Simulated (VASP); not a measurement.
Write the native input for VASP 6.6.1 that does the following.

```
Task                   : relaxation of cell and atoms
Functional             : PBEsol
Potentials or basis    : VASP PAW PBE potentials, release 64 (Sb, S)
Cutoff                 : 600 eV
k mesh                 : 4 × 8 × 4
Occupations            : gaussian, width 0.03 eV
Spin                   : no spin polarisation
Further INCAR settings : ALGO = Normal; EDIFF = 1e-06; IBRION = 2; EDIFFG = -0.01; NSW = 90; ISIF = 3
```

The structure of Sb2S3 (Stibnite) lies in POSCAR:

```
Sb2S3
1.0
   11.3110000000      0.0000000000      0.0000000000
    0.0000000000      3.8389000000      0.0000000000
    0.0000000000      0.0000000000     11.2230000000
Sb S
8 12
Direct
    0.4706100000      0.2500000000      0.3259500000
    0.0293900000      0.7500000000      0.8259500000
    0.9706100000      0.2500000000      0.1740500000
    0.5293900000      0.7500000000      0.6740500000
    0.3505900000      0.7500000000      0.0360200000
    0.1494100000      0.2500000000      0.5360200000
    0.8505900000      0.7500000000      0.4639800000
    0.6494100000      0.2500000000      0.9639800000
    0.2921400000      0.2500000000      0.1918100000
    0.2078600000      0.7500000000      0.6918100000
    0.7921400000      0.2500000000      0.3081900000
    0.7078600000      0.7500000000      0.8081900000
    0.5498000000      0.7500000000      0.1230000000
    0.9502000000      0.2500000000      0.6230000000
    0.0498000000      0.7500000000      0.3770000000
    0.4502000000      0.2500000000      0.8770000000
    0.3751000000      0.7500000000      0.4389000000
    0.1249000000      0.2500000000      0.9389000000
    0.8751000000      0.7500000000      0.0611000000
    0.6249000000      0.2500000000      0.5611000000
```

One way to write it, as run:

INCAR

```
SYSTEM = Sb2S3
PREC     = Accurate       ! precision mode
ENCUT    = 600            ! plane-wave cutoff, eV
EDIFF    = 1E-6           ! SCF threshold, eV
ISMEAR   = 0              ! smearing method
SIGMA    = 0.03           ! smearing width, eV
LREAL    = .False.        ! projectors in reciprocal space
LASPH    = .True.         ! aspherical terms in the spheres
NELM     = 80             ! most SCF steps
ALGO     = Normal         ! electronic algorithm
ISIF     = 3              ! what is computed and relaxed
LWAVE    = .False.        ! write WAVECAR
LCHARG   = .False.        ! write CHGCAR
GGA      = PS             ! functional
IBRION   = 2              ! ionic algorithm
NSW      = 90             ! ionic steps
EDIFFG   = -0.01          ! ionic threshold
KPAR     = 4
```

KPOINTS

```
Automatic mesh
0
Gamma
  4 8 4
  0 0 0
```

Potentials or basis: VASP PAW PBE potentials, release 64 (Sb, S).

Run with:

```console
$ cat potpaw_PBE.64/Sb/POTCAR potpaw_PBE.64/S/POTCAR > POTCAR
$ mpirun -np 4 vasp_std > vasp.out
```

Results of the run:

The relaxed volume is 23.59 Å³/atom and the relaxed cell is a = 11.285 Å, b = 3.830 Å, c = 10.918 Å, α = 90.00°, β = 90.00°, γ = 90.00°. The space group after relaxing (to 0.05 Å) is Pnma (No. 62) and the energy gained by relaxing is 5.4 meV/atom. The ionic steps are 15. The pressure after relaxing is 0.0 GPa, the largest force after relaxing is 0.008 eV/Å and the band gap on the k mesh is 1.18 eV, indirect (least direct gap 1.19 eV).

Caveat: the PAW data sets were made with another functional, which shifts forces and pressure a little; spin-orbit coupling is left out, which moves the levels of the heavy elements.

Run time: 99 min on 4 MPI ranks on AMD EPYC 7R43 64-Core Processor (Zen 3), on a shared host, peak memory 1.5 GiB a rank.
